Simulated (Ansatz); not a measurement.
MgS built on the zincblende prototype at its r2SCAN geometry, in Ansatz 0.2.0. The base run uses HSE06 on a modest mesh; each further run changes one setting, sensibly or not. Doubtful ones may also carry a cap on iterations. All numbers are computed, and spin polarisation is off unless an edit sets a moment.

Base input:
```yaml
crystal:
  lattice:
    - [0.0, 2.8308768389, 2.8308768389]
    - [2.8308768389, 0.0, 2.8308768389]
    - [2.8308768389, 2.8308768389, 0.0]
  atoms:
    - { symbol: Mg, position: [0.0, 0.0, 0.0] }
    - { symbol: S, position: [0.25, 0.25, 0.25] }
kpoints:
  mp_grid: { grid: [4, 4, 4] }
hamiltonian:
  xc: hse06
scf:
  occupations: { method: fixed }
  n_extra_bands: 4
output:
  forces: true
  stress: true
  eigenvalues: true
  write_density: true
  write_potential: true
  elf: true
  volumetric_format: npy
```

Base results:
```
Basis set: ecut = 420 eV, 893 PW (Γ)
Symmetry: 24 space group operations
Space group: F-43m (ITA 216)
k-points: 8 of 64 (time reversal used)
Exchange kernel: α = 0.2500, screened, ω = 0.2079 Å⁻¹, Wigner–Seitz truncation, v(0) = 1027.0150 eV·Å³, q-mesh 4×4×4
hybrid SCF converged: 2 outer / 9 inner (+2 warm-up)
Free energy (F): -2829.713648 eV
Fermi energy:    2.407055 eV
--- Stress (GPa, compression-positive) ---
        0.116769       0.000000       0.000000
        0.000000       0.116769       0.000000
        0.000000       0.000000       0.116769
  P = ⅓ Tr σ = 0.1168 GPa (1.168 kbar)
--- Band table (eV; the first three rows and the last of 8) ---
  k-point 0: bands = […, -41.0864, -41.0864, -10.0071, 2.4071, 2.4071, 2.4071, 6.9409, 11.6050, 11.6050, 11.6050]
  k-point 1: bands = […, -41.0867, -41.0867, -9.6593, 0.4406, 2.2194, 2.2194, 8.5070, 11.4440, 11.8151, 11.8151]
  k-point 2: bands = […, -41.0870, -41.0870, -9.2510, -0.9763, 2.0509, 2.0509, 8.6589, 11.2403, 11.2403, 12.2574]
  k-point 7: bands = […, -41.0884, -41.0879, -8.9970, -0.0638, 0.4280, 0.9979, 8.9863, 11.6876, 11.7777, 12.2115]
```
The gap over this mesh is 4.534 eV.

Run as `ansatz run input.yaml --threads 4 --pin off --max-ram 3686MiB --backend cpu --events-out ev --progress --plain --runs-dir out`. It took 3.5 s on 4 threads of Arm Neoverse V1 (shared host), load about 0.8 per core; peak host memory 0.53 GiB.

Problem. The input is altered as follows. How does the run end?
```yaml
hamiltonian:
  xc: { exchange: pbe, correlation: pbe, exx: { coeff: 0.5, omega: 0.1 } }
```

Solution. That is 50 % exact exchange, screened with ω = 0.1 1/Å, against HSE06's 25 % screened at 0.208 1/Å. The mean stress moves by -1.1 GPa and the gap on the mesh by +1.784 eV (to 6.318). Totals of different functionals aren't comparable. The program warns that on this mesh the truncation of the exchange isn't bounded, so part of the change can be an error of the mesh.
```
Exchange kernel: α = 0.5000, screened, ω = 0.1000 Å⁻¹, Wigner–Seitz truncation, v(0) = 2979.5316 eV·Å³, q-mesh 4×4×4
hybrid SCF converged: 3 outer / 14 inner (+2 warm-up)
Free energy (F): -2830.859618 eV
Fermi energy:    1.258500 eV
--- Stress (GPa, compression-positive) ---
       -0.990402       0.000000       0.000000
        0.000000      -0.990402       0.000000
        0.000000       0.000000      -0.990402
  P = ⅓ Tr σ = -0.9904 GPa (-9.904 kbar)
```

Problem. The input is altered as follows. How does the run end?
```yaml
accuracy: low
```

Solution. Energy, stress and gap stay within 1 meV an atom, 0.1 GPa and 0.005 eV of the base. The run repeats the base's digit for digit, so the setting changed nothing in it.

Problem. What happens with this change?
```yaml
hamiltonian:
  xc: { exchange: pbe, correlation: pbe, exx: { coeff: 0.3 } }
```

Solution. That is 30 % exact exchange, at all ranges, against HSE06's 25 % screened at 0.208 1/Å. The mean stress moves by -0.3 GPa and the gap on the mesh by +1.058 eV (to 5.592). Totals of different functionals aren't comparable.
```
hybrid SCF converged: 2 outer / 10 inner (+2 warm-up)
Free energy (F): -2830.349341 eV
Fermi energy:    1.793649 eV
--- Stress (GPa, compression-positive) ---
       -0.149825       0.000000       0.000000
        0.000000      -0.149825       0.000000
        0.000000       0.000000      -0.149825
  P = ⅓ Tr σ = -0.1498 GPa (-1.498 kbar)
```

Problem. The input is altered as follows. How does the run end?
```yaml
hamiltonian:
  xc: { exchange: pbe, correlation: pbe, exx: { coeff: 0.35 } }
```

Solution. That is 35 % exact exchange, at all ranges, against HSE06's 25 % screened at 0.208 1/Å. The mean stress moves by -0.5 GPa and the gap on the mesh by +1.422 eV (to 5.955). Totals of different functionals aren't comparable.
```
hybrid SCF converged: 3 outer / 12 inner (+2 warm-up)
Free energy (F): -2830.632003 eV
Fermi energy:    1.563745 eV
--- Stress (GPa, compression-positive) ---
       -0.354376       0.000000       0.000000
        0.000000      -0.354376       0.000000
        0.000000       0.000000      -0.354376
  P = ⅓ Tr σ = -0.3544 GPa (-3.544 kbar)
--- Band table (eV; the first three rows and the last of 8) ---
  k-point 0: bands = […, -43.1584, -43.1584, -11.3697, 1.5637, 1.5637, 1.5637, 7.5192, 12.3416, 12.3416, 12.3416]
  k-point 1: bands = […, -43.1587, -43.1587, -11.0083, -0.4863, 1.3680, 1.3680, 9.1359, 12.1590, 12.5485, 12.5485]
  k-point 2: bands = […, -43.1591, -43.1591, -10.5825, -1.9843, 1.1887, 1.1887, 9.3054, 11.9448, 11.9448, 12.9318]
  k-point 7: bands = […, -43.1606, -43.1600, -10.3187, -1.0120, -0.5153, 0.0933, 9.5826, 12.4558, 12.4819, 12.9429]
```

Problem. What happens with this change?
```yaml
hamiltonian:
  xc: { exchange: pbe, correlation: pbe, exx: { coeff: 0.15, omega: 0.1 } }
```

Solution. That is 15 % exact exchange, screened with ω = 0.1 1/Å, against HSE06's 25 % screened at 0.208 1/Å. The mean stress moves by +0.4 GPa and the gap on the mesh by -0.242 eV (to 4.292). Totals of different functionals aren't comparable. The program warns that on this mesh the truncation of the exchange isn't bounded, so part of the change can be an error of the mesh.
Lines that differ from the base's log, and the results:
```
Exchange kernel: α = 0.1500, screened, ω = 0.1000 Å⁻¹, Wigner–Seitz truncation, v(0) = 2979.5316 eV·Å³, q-mesh 4×4×4
hybrid SCF converged: 2 outer / 8 inner (+2 warm-up)
Free energy (F): -2829.324668 eV
Fermi energy:    2.592564 eV
--- Stress (GPa, compression-positive) ---
        0.486033       0.000000       0.000000
        0.000000       0.486033       0.000000
        0.000000       0.000000       0.486033
  P = ⅓ Tr σ = 0.4860 GPa (4.860 kbar)
```

The stress of a hybrid is loosely converged in these runs.

The meshes of the hybrids are coarse, so their gaps aren't converged to the digits shown.
